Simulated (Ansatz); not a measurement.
Input and command of a plane-wave DFT calculation in Ansatz:

```yaml
crystal:
  lattice:
    - [3.9859, 0.0, 0.0]
    - [0.0, 3.9859, 0.0]
    - [0.0, 0.0, 3.9859]
  atoms:
    - { symbol: K, position: [0.5, 0.5, 0.5] }
    - { symbol: Mg, position: [0.0, 0.0, 0.0] }
    - { symbol: F, position: [0.5, -0.0665257641, -0.0665257641] }
    - { symbol: F, position: [0.0, 0.4334742359, -0.0665257641] }
    - { symbol: F, position: [0.0, -0.0665257641, 0.4334742359] }
basis:
  ecutwfc: 420
kpoints:
  mp_grid: { grid: [6, 6, 6] }
hamiltonian:
  xc: pbesol
scf:
  occupations: { method: gaussian, width: 0.05 }
output:
  forces: true
  stress: true
  eigenvalues: true
```

```bash
ansatz run input.yaml --threads 1 --pin off --max-ram 2560MiB --backend cpu --events-out ev --progress --plain --runs-dir out
```

Processor: Arm Neoverse V1, 1 thread, on a host shared with other jobs.

Problem. How long does it run, and how much memory does it take?

Solution. About 7.8 s on 1 thread of Arm Neoverse V1, with other jobs on the host, peak memory 0.34 GiB. It solves 25 bands at 52 k points (the mesh reduced by symmetry) with about 1237 plane waves, in 7 SCF iterations.
